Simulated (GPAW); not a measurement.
# TaN (Fm-3m) in GPAW: a series of runs

The runs below take TaN through band structure, single point, with LDA, PBE+U, PBEsol.

Everything below comes from runs of GPAW 26.7.0. Logs are shortened: lines on timing, memory, paths and dates and some standing lists are left out, and cuts for length are marked. The log counts tension as positive stress, the text compression.

## Step 1: The crystal as given

The structure is cubic, space group Fm-3m (No. 225). Conventional cell: a = 4.423 Å, b = 4.423 Å, c = 4.423 Å, α = 90.00°, β = 90.00°, γ = 90.00°. Ta (site symmetry m-3m) is surrounded by 6 N at 2.21 Å. Around N (site symmetry m-3m) lie 6 Ta at 2.21 Å.

The cell comes from a database or a generator and needn't be the stable form of this composition.

## Step 2: Band structure, LDA

File run.py:

```python
from ase import Atoms
from ase.dft.bandgap import bandgap
from ase.io import write
from ase.units import GPa
from gpaw import GPAW, PW

atoms = Atoms(['Ta', 'N'],
              cell=[[0.0, 2.211323, 2.211323],
                    [2.211323, 0.0, 2.211323],
                    [2.211323, 2.211323, 0.0]],
              scaled_positions=[[0.5, 0.5, 0.5],
                                [0.0, 0.0, 0.0]],
              pbc=True)

calc = GPAW(mode=PW(800),
            xc='LDA',
            kpts={'size': (8, 8, 8), 'gamma': True},
            occupations={'name': 'fermi-dirac', 'width': 0.05},
            setups={'Ta': '5'},
            nbands=-10,
            convergence={'density': 1e-05, 'energy': 1e-05},
            maxiter=150,
            txt='gpaw.txt')
atoms.calc = calc
energy = atoms.get_potential_energy()
forces = atoms.get_forces()
stress = atoms.get_stress()
calc.write('gs.gpw')
write('result.traj', atoms)
print(f'Energy: {energy:.6f} eV')
print('Forces (eV/A):')
print(forces.round(4))
print('Stress (GPa):', (stress / GPa).round(3))
print('Fermi level:', round(calc.get_fermi_level(), 4), 'eV')
print(f'Gap: {bandgap(calc)[0]:.4f} eV, direct: {bandgap(calc, direct=True)[0]:.4f} eV')

path = atoms.cell.bandpath('GXWKGLUWLK,UX', npoints=100, eps=1e-4)
bs_calc = calc.fixed_density(kpts=path, symmetry='off', nbands=-18,
                             convergence={'bands': 'CBM+6.0', 'eigenstates': 1e-6}, txt='bands.txt')
bs = bs_calc.band_structure()
bs.write('bs.json')
print(f'Gap on the path: {bandgap(bs_calc)[0]:.4f} eV')
```

Potentials or basis: the program's PAW data sets (release 1.2.1) made for this functional, other valence, pw.

Command:

```sh
> OMP_NUM_THREADS=1 python run.py
```

gpaw.txt:

```text
__  _  _
 | _ |_)|_||  |
 |__||  | ||/\| - 26.7.0

Input parameters:
  mode=PW(ecut=800.0),
  convergence={'density': 1e-05, 'energy': 1e-05},
  kpts=MonkhorstPack(size=(8, 8, 8), gamma=True),
  maxiter=150,
  nbands=-10,
  occupations=Occupations(name='fermi-dirac', width=0.05),
  setups={'Ta': '5'},
  xc=XC(name='LDA')

Diagonalizing LCAO Hamiltonian
Converting LCAO to pw mode

              Ta

       N

Atoms  # Å, Bohr magnetons
|   | symbol |        x |        y |        z |    initial magnetic moments |
|---|--------|----------|----------|----------|-----------------------------|
| 0 |     Ta | 2.211323 | 2.211323 | 2.211323 | ( 0.0000,  0.0000,  0.0000) |
| 1 |      N | 0.000000 | 0.000000 | 0.000000 | ( 0.0000,  0.0000,  0.0000) |

Unit cell  # Å
| periodic |        x |        y |        z |  lengths |    angles |
|----------|----------|----------|----------|----------|-----------|
|      yes | 0.000000 | 2.211323 | 2.211323 | 3.127283 | 60.000000 |
|      yes | 2.211323 | 0.000000 | 2.211323 | 3.127283 | 60.000000 |
|      yes | 2.211323 | 2.211323 | 0.000000 | 3.127283 | 60.000000 |

Number of symmetries: 48
Symmetry operations  # r_c * U_cc + t_c -> r_c
|    | kind |            matrix            |
|----|------|------------------------------|
|  0 |  σ   |  1, 0, 0,  1, 0,-1,  1,-1, 0 |
|  1 |  C2  |  1, 0, 0,  1,-1, 0,  1, 0,-1 |
|  2 |  E   |  1, 0, 0,  0, 1, 0,  0, 0, 1 |
|  3 |  σ   |  1, 0, 0,  0, 0, 1,  0, 1, 0 |
|  4 |  C4  |  1, 0,-1,  1, 0, 0,  1,-1, 0 |
|  5 |  S6  |  1, 0,-1,  1,-1, 0,  1, 0, 0 |
|  6 |  σ   |  1, 0,-1,  0, 1,-1,  0, 0,-1 |
|  7 |  C3  |  1, 0,-1,  0, 0,-1,  0, 1,-1 |
|  8 |  S6  |  1,-1, 0,  1, 0, 0,  1, 0,-1 |
|  9 |  C4  |  1,-1, 0,  1, 0,-1,  1, 0, 0 |
| 10 |  C3  |  1,-1, 0,  0,-1, 1,  0,-1, 0 |
| 11 |  σ   |  1,-1, 0,  0,-1, 0,  0,-1, 1 |
| 12 |  σ   |  0, 1, 0,  1, 0, 0,  0, 0, 1 |
| 13 |  C4  |  0, 1, 0,  0, 1,-1, -1, 1, 0 |
| 14 |  C3  |  0, 1, 0,  0, 0, 1,  1, 0, 0 |
| 15 |  S6  |  0, 1, 0, -1, 1, 0,  0, 1,-1 |
| 16 |  C2  |  0, 1,-1,  1, 0,-1,  0, 0,-1 |
| 17 |  σ   |  0, 1,-1,  0, 1, 0, -1, 1, 0 |
| 18 |  S4  |  0, 1,-1,  0, 0,-1,  1, 0,-1 |
| 19 |  C4  |  0, 1,-1, -1, 1, 0,  0, 1, 0 |
| 20 |  C3  |  0, 0, 1,  1, 0, 0,  0, 1, 0 |
| 21 |  σ   |  0, 0, 1,  0, 1, 0,  1, 0, 0 |
| 22 |  S6  |  0, 0, 1,  0,-1, 1, -1, 0, 1 |
| 23 |  C4  |  0, 0, 1, -1, 0, 1,  0,-1, 1 |
| 24 |  S4  |  0, 0,-1,  1, 0,-1,  0, 1,-1 |
| 25 |  C3  |  0, 0,-1,  0, 1,-1,  1, 0,-1 |
| 26 |  C2  |  0, 0,-1,  0,-1, 0, -1, 0, 0 |
| 27 |  S6  |  0, 0,-1, -1, 0, 0,  0,-1, 0 |
| 28 |  S4  |  0,-1, 1,  1,-1, 0,  0,-1, 0 |
| 29 |  C4  |  0,-1, 1,  0, 0, 1, -1, 0, 1 |
| 30 |  C2  |  0,-1, 1,  0,-1, 0,  1,-1, 0 |
| 31 |  σ   |  0,-1, 1, -1, 0, 1,  0, 0, 1 |
| 32 |  C3  |  0,-1, 0,  1,-1, 0,  0,-1, 1 |
| 33 |  S6  |  0,-1, 0,  0, 0,-1, -1, 0, 0 |
| 34 |  S4  |  0,-1, 0,  0,-1, 1,  1,-1, 0 |
| 35 |  C2  |  0,-1, 0, -1, 0, 0,  0, 0,-1 |
| 36 |  C2  | -1, 1, 0,  0, 1, 0,  0, 1,-1 |
| 37 |  S6  | -1, 1, 0,  0, 1,-1,  0, 1, 0 |
| 38 |  S4  | -1, 1, 0, -1, 0, 1, -1, 0, 0 |
| 39 |  C3  | -1, 1, 0, -1, 0, 0, -1, 0, 1 |
| 40 |  S6  | -1, 0, 1,  0, 0, 1,  0,-1, 1 |
| 41 |  C2  | -1, 0, 1,  0,-1, 1,  0, 0, 1 |
| 42 |  C3  | -1, 0, 1, -1, 1, 0, -1, 0, 0 |
| 43 |  S4  | -1, 0, 1, -1, 0, 0, -1, 1, 0 |
| 44 |  C2  | -1, 0, 0,  0, 0,-1,  0,-1, 0 |
| 45 |  i   | -1, 0, 0,  0,-1, 0,  0, 0,-1 |
| 46 |  σ   | -1, 0, 0, -1, 1, 0, -1, 0, 1 |
| 47 |  C2  | -1, 0, 0, -1, 0, 1, -1, 1, 0 |

BZ-sampling:
  Number of BZ points: 512
  Number of IBZ points: 29

  Monkhorst-Pack size: [8, 8, 8]
  Monkhorst-Pack shift: [0.0625, 0.0625, 0.0625]

K-points  # in reciprocal-cell coordinates
|     |                                coordinates |     weight |
|-----|--------------------------------------------|------------|
|   0 | (  0.00000000,   0.00000000,   0.00000000) | 0.00195312 |
|   1 | (  0.12500000,   0.12500000,   0.00000000) | 0.01171875 |
|   2 | (  0.12500000,   0.12500000,   0.12500000) | 0.01562500 |
|   3 | (  0.25000000,   0.12500000,   0.12500000) | 0.02343750 |
|   4 | (  0.25000000,   0.25000000,   0.00000000) | 0.01171875 |
|   5 | (  0.25000000,   0.25000000,   0.12500000) | 0.04687500 |
|   6 | (  0.25000000,   0.25000000,   0.25000000) | 0.01562500 |
|   7 | (  0.37500000,   0.25000000,  -0.37500000) | 0.04687500 |
|   8 | (  0.37500000,   0.25000000,   0.12500000) | 0.04687500 |
|   9 | (  0.37500000,   0.25000000,   0.25000000) | 0.04687500 |
| ... |                                            |            |
|  28 | (  0.50000000,   0.50000000,   0.50000000) | 0.00781250 |

Plane wave coefficients: 1139
Cutoff: 800.0 eV

Spin-components: 1 (collinear spins)
Bands:           15
Projectors:      11
Spin-degeneracy: 2
Datatype:        complex128

Parallelization:
  kpt:    1
  domain: 1
  band:   1

Density:
  Valence electrons: 10.0
  Components: 1
  Grid points: [21 21 21]
  Charge: 0.0  # |e|

Potential:
  Grid points: [21 21 21]

species:
  Ta:
    name:    Tantalum
    Z:       73.0
    valence: 5
    core:    68
    charge:  0.0  # [|e|]
    compensation charges:
      type: gauss
      rc: 0.47  # [Å]
      lmax: 2
    cutoffs:
      filter: 2.63  # [Å]
      core: 3.60  # [Å]
    projectors
    | kind |    occ | energy [eV] | rcut [Å] |
    |------|--------|-------------|----------|
    |   6s |  2.000 |      -5.598 |    1.482 |
    |   6p |  0.000 |      -1.483 |    1.482 |
    |   5d |  3.000 |      -3.794 |    1.482 |
    |    s |        |      21.613 |    1.482 |
    |    p |        |      25.729 |    1.482 |
    |    d |        |      23.417 |    1.482 |

    Using partial waves for Ta as LCAO basis

  N:
    name:    Nitrogen
    Z:       7.0
    valence: 5
    core:    2
    charge:  0.0  # [|e|]
    compensation charges:
      type: gauss
      rc: 0.18  # [Å]
      lmax: 2
    cutoffs:
      filter: 1.11  # [Å]
      core: 0.96  # [Å]
    projectors
    | kind |    occ | energy [eV] | rcut [Å] |
    |------|--------|-------------|----------|
    |   2s |  2.000 |     -18.420 |    0.603 |
    |   2p |  3.000 |      -7.237 |    0.529 |
    |    s |        |       8.791 |    0.603 |
    |    p |        |      19.974 |    0.529 |
    |    d |        |       0.000 |    0.577 |

    Using partial waves for N as LCAO basis

Reference energy: -425393.194035  # eV

eigensolver:
  PPCG
  Converge bands: occupied
  niter=2

density mixing:
  MSR1-Mixer
  Pratt-step length: 0.05
  Maximum mixing coefficient: 0.75
  Old densities: 10
  SVD Regularization: 0.005
  Good broyden scale: 1.0
  Trust region scale: 1.0
  Backstep threshold: 4.0
  History deletion threshold: 6.0
  Fourier metric: weight=20.0, sigma=0.015

occupation numbers:
  Fermi-Dirac:
    width: 0.0500  # eV

poisson solver:
  ecut: 6400.0  # eV

xc functional:
  name: None

convergence criteria:
- Maximum integral of absolute [dens]ity change: 1e-05 electrons / valence electron
- Maximum [total energy] change in last 3 cyles: 1e-05 eV / valence electron
- Maximum integral of absolute [eigenst]ate change: 4e-08 eV^2 / valence electron
maximum number of iterations: 150

SCF iterations
|iter     | |      energy | eigst |  dens |
|---------|-|-------------|-------|-------|
|iter:   1| |  -23.572479 | +0.36 |       |
|iter:   2| |  -23.057560 | -1.83 | -0.70 |
|iter:   3| |  -21.854332 | -1.36 | -0.76 |
|iter:   4| |  -21.850337 | -2.69 | -1.49 |
|iter:   5| |  -21.854365 | -2.84 | -1.70 |
|iter:   6| |  -21.854858 | -4.14 | -2.46 |
|iter:   7| |  -21.854858 | -5.98 | -3.33 |
|iter:   8| |  -21.854858c| -7.14 | -3.84 |
|iter:   9| |  -21.854857c| -7.78c| -4.65 |
|iter:  10| |  -21.854857c| -8.74c| -5.63c|

Converged in 10 steps
Energy contributions relative to reference atoms: (reference = -425393.194035)

Energy contributions:
  Kinetic:          12.091104
  Coulomb:         -13.499656
  Zero:              0.595250
  External:          0.000000
  Xc:              -21.037849
  Entropy:          -0.007414
  Spinorbit:         0.000000
  ----------------------------
  Free energy:     -21.858564
  Extrapolated:    -21.854857

dipole moment: (-10.956978, -10.956978, -10.956978)  # |e|*Ang

Fermi level: 13.703
Eigenvalues  # (at kpt = [0.000, 0.000, 0.000])
| band index |      eig [eV] | occ [0-2] |
|------------|---------------|-----------|
|          0 |        -4.899 |     2.000 |
|          1 |         9.999 |     2.000 |
|          2 |         9.999 |     2.000 |
|          3 |         9.999 |     2.000 |
|          4 |        11.526 |     2.000 |
|          5 |        11.526 |     2.000 |
|          6 |        11.526 |     2.000 |
|          7 |        13.606 |     1.749 |
|          8 |        13.606 |     1.749 |
|          9 |        15.185 |     0.000 |
|         10 |        23.667 |     0.000 |
|         11 |        31.586 |     0.000 |
|         12 |        31.586 |     0.000 |
|         13 |        31.586 |     0.000 |
|         14 |        37.586 |     0.000 |

No gap
No difference between direct/indirect transitions

Forces  # eV/Ang
|       x |        y |        z |
|---------|----------|----------|
| 0.00000 | -0.00000 | -0.00000 |  # Ta   0
| 0.00000 |  0.00000 |  0.00000 |  # N    1

Stress tensor  # eV/Ang^3
|         x |         y |         z |
|-----------|-----------|-----------|
|  0.056356 | -0.000000 | -0.000000 |
| -0.000000 |  0.056356 |  0.000000 |
| -0.000000 |  0.000000 |  0.056356 |

# Writing to gs.gpw (mode='')
```

It took 17 s on 1 thread of AMD EPYC 9R45 (Zen 5), shared host; peak memory 0.24 GiB.

What came out:

* Free energy: -21.8586 eV
* Pressure: -9.0 GPa
* Band gap along the path: none (metal or under the smearing width)

Levels at the corners of the path, in eV from the Fermi level:
| point | band 2 | band 3 | band 4 | band 5 | band 6 | band 7 | band 8 | band 9 |
| --- | --- | --- | --- | --- | --- | --- | --- | --- |
| Γ | -3.70 | -3.70 | -3.70 | -2.18 | -2.18 | -2.18 | -0.10 | -0.10 |
| X | -6.76 | -5.44 | -4.60 | -4.60 | 1.92 | 3.35 | 3.35 | 4.36 |
| W | -7.40 | -6.84 | -6.84 | -0.21 | -0.21 | 3.36 | 3.89 | 4.28 |
| K | -7.69 | -6.89 | -6.15 | -2.22 | 2.35 | 2.41 | 4.38 | 4.81 |
| Γ | -3.70 | -3.70 | -3.70 | -2.18 | -2.18 | -2.18 | -0.10 | -0.10 |
| L | -10.31 | -7.53 | -7.53 | 1.74 | 1.74 | 1.86 | 3.94 | 7.27 |
| U | -7.69 | -6.89 | -6.15 | -2.22 | 2.35 | 2.41 | 4.38 | 4.81 |
| W | -7.40 | -6.84 | -6.84 | -0.21 | -0.21 | 3.36 | 3.89 | 4.28 |
| L | -10.31 | -7.53 | -7.53 | 1.74 | 1.74 | 1.86 | 3.94 | 7.27 |
| K | -7.69 | -6.89 | -6.15 | -2.22 | 2.35 | 2.41 | 4.38 | 4.81 |
| U | -7.69 | -6.89 | -6.15 | -2.22 | 2.35 | 2.41 | 4.38 | 4.81 |
| X | -6.76 | -5.44 | -4.60 | -4.60 | 1.92 | 3.35 | 3.35 | 4.36 |

Caveat: spin-orbit coupling is left out, which moves the levels of the heavy elements.

## Step 3: Band structure, PBE+U

File run.py:

```python
from ase.dft.bandgap import bandgap
from ase.io import read, write
from ase.units import GPa
from gpaw import GPAW, PW

atoms = read('POSCAR')

calc = GPAW(mode=PW(800),
            xc='PBE',
            kpts={'size': (8, 8, 8), 'gamma': True},
            occupations={'name': 'fermi-dirac', 'width': 0.05},
            setups={'Ta': ':d,4.0'},
            nbands=19,
            convergence={'density': 1e-05, 'energy': 1e-05},
            maxiter=150,
            txt='gpaw.txt')
atoms.calc = calc
energy = atoms.get_potential_energy()
forces = atoms.get_forces()
stress = atoms.get_stress()
calc.write('gs.gpw')
write('result.traj', atoms)
print(f'Energy: {energy:.6f} eV')
print('Forces (eV/A):')
print(forces.round(4))
print('Stress (GPa):', (stress / GPa).round(3))
print('Fermi level:', round(calc.get_fermi_level(), 4), 'eV')
print(f'Gap: {bandgap(calc)[0]:.4f} eV, direct: {bandgap(calc, direct=True)[0]:.4f} eV')

path = atoms.cell.bandpath('GXWKGLUWLK,UX', npoints=60, eps=1e-4)
bs_calc = calc.fixed_density(kpts=path, symmetry='off', nbands=28,
                             convergence={'bands': 'CBM+6.0', 'eigenstates': 1e-6}, txt='bands.txt')
bs = bs_calc.band_structure()
bs.write('bs.json')
print(f'Gap on the path: {bandgap(bs_calc)[0]:.4f} eV')
```

File POSCAR:

```
TaN
1.0
    0.0000000000      2.2113230000      2.2113230000
    2.2113230000      0.0000000000      2.2113230000
    2.2113230000      2.2113230000      0.0000000000
Ta N
1 1
Direct
    0.5000000000      0.5000000000      0.5000000000
    0.0000000000      0.0000000000      0.0000000000
```

Potentials or basis: GPAW PAW data sets (gpaw-data 1.2.1), pw.

Command:

```sh
> OMP_NUM_THREADS=1 python run.py
```

Wall time 14 s (1 thread of AMD EPYC 9R45 (Zen 5), shared host); peak memory 0.22 GiB.

It converged, with:

| Property | Result |
| --- | --- |
| Free energy | -15.5752 eV |
| Pressure | 9.2 GPa |
| Band gap along the path | none (metal or under the smearing width) |

Levels at the corners of the path, in eV from the Fermi level:
| point | band 7 | band 8 | band 9 | band 10 | band 11 | band 12 |
| --- | --- | --- | --- | --- | --- | --- |
| Γ | -3.97 | -3.97 | -2.09 | -2.09 | -2.09 | 0.72 |
| X | -5.44 | -4.83 | -4.83 | 2.80 | 3.48 | 3.48 |
| W | -6.96 | -6.95 | -0.27 | -0.27 | 3.49 | 4.53 |
| K | -7.02 | -6.10 | -2.29 | 2.37 | 2.50 | 4.95 |
| Γ | -3.97 | -3.97 | -2.09 | -2.09 | -2.09 | 0.72 |
| L | -7.33 | -7.33 | 1.88 | 1.88 | 1.89 | 3.31 |
| U | -7.02 | -6.10 | -2.29 | 2.37 | 2.50 | 4.95 |
| W | -6.96 | -6.95 | -0.27 | -0.27 | 3.49 | 4.53 |
| L | -7.33 | -7.33 | 1.88 | 1.88 | 1.89 | 3.31 |
| K | -7.02 | -6.10 | -2.29 | 2.37 | 2.50 | 4.95 |
| U | -7.02 | -6.10 | -2.29 | 2.37 | 2.50 | 4.95 |
| X | -5.44 | -4.83 | -4.83 | 2.80 | 3.48 | 3.48 |

Caveat: spin-orbit coupling is left out, which moves the levels of the heavy elements; U without spin polarisation on a metal has little footing.

## Step 4: Single point, PBEsol, 10.81 Å³/atom

File run.py:

```python
from ase import Atoms
from ase.dft.bandgap import bandgap
from ase.io import write
from ase.units import GPa
from gpaw import GPAW, PW, setup_paths

setup_paths.insert(0, '.')

atoms = Atoms(['Ta', 'N'],
              cell=[[0.0, 2.12287008, 2.3994390191],
                    [2.12287008, 0.0, 2.3994390191],
                    [2.12287008, 2.12287008, 0.0]],
              scaled_positions=[[0.5, 0.5, 0.5],
                                [0.0, 0.0, 0.0]],
              pbc=True)

calc = GPAW(mode=PW(800),
            xc='PBEsol',
            kpts={'size': (10, 10, 10), 'gamma': True},
            occupations={'name': 'fermi-dirac', 'width': 0.05},
            nbands=19,
            convergence={'density': 1e-05, 'energy': 1e-05},
            maxiter=150,
            txt='gpaw.txt')
atoms.calc = calc
energy = atoms.get_potential_energy()
forces = atoms.get_forces()
stress = atoms.get_stress()
calc.write('gs.gpw')
write('result.traj', atoms)
print(f'Energy: {energy:.6f} eV')
print('Forces (eV/A):')
print(forces.round(4))
print('Stress (GPa):', (stress / GPa).round(3))
print('Fermi level:', round(calc.get_fermi_level(), 4), 'eV')
print(f'Gap: {bandgap(calc)[0]:.4f} eV, direct: {bandgap(calc, direct=True)[0]:.4f} eV')
```

Potentials or basis: PAW data sets generated in the run's folder for this functional, pw.

Command:

```sh
> gpaw-setup -f PBEsol N Ta
> OMP_NUM_THREADS=1 python run.py
```

It took 43 s on 1 thread of Arm Neoverse V2, shared host; peak memory 0.19 GiB.

The run converged. Its results:

```yaml
Free_energy: -21.0995 eV
Pressure: 0.2 GPa
Band_gap_on_the_k_mesh: none (metal or under the smearing width)
```

Caveat: the density grid can change from cell to cell, which puts small steps into energies and stress.

## Step 5: Single point, PBEsol, 10.81 Å³/atom

run.py: that of step 4 with these lines changed.

```diff
@@ -9,5 +9,5 @@
 atoms = Atoms(['Ta', 'N'],
-              cell=[[0.0, 2.12287008, 2.3994390191],
-                    [2.12287008, 0.0, 2.3994390191],
-                    [2.12287008, 2.12287008, 0.0]],
+              cell=[[0.0, 2.16709654, 2.3025020825],
+                    [2.16709654, 0.0, 2.3025020825],
+                    [2.16709654, 2.16709654, 0.0]],
               scaled_positions=[[0.5, 0.5, 0.5],
```

Command:

```sh
> gpaw-setup -f PBEsol N Ta
> OMP_NUM_THREADS=1 python run.py
```

Run time: 43 s. Hardware: 1 thread of Arm Neoverse V2, shared host; peak memory 0.19 GiB.

The run converged. Its results:

| Quantity | Value |
| --- | --- |
| Free energy | -21.2819 eV |
| Pressure | -7.9 GPa |
| Band gap on the k mesh | none (metal or under the smearing width) |

Caveat: the density grid can change from cell to cell, which puts small steps into energies and stress.
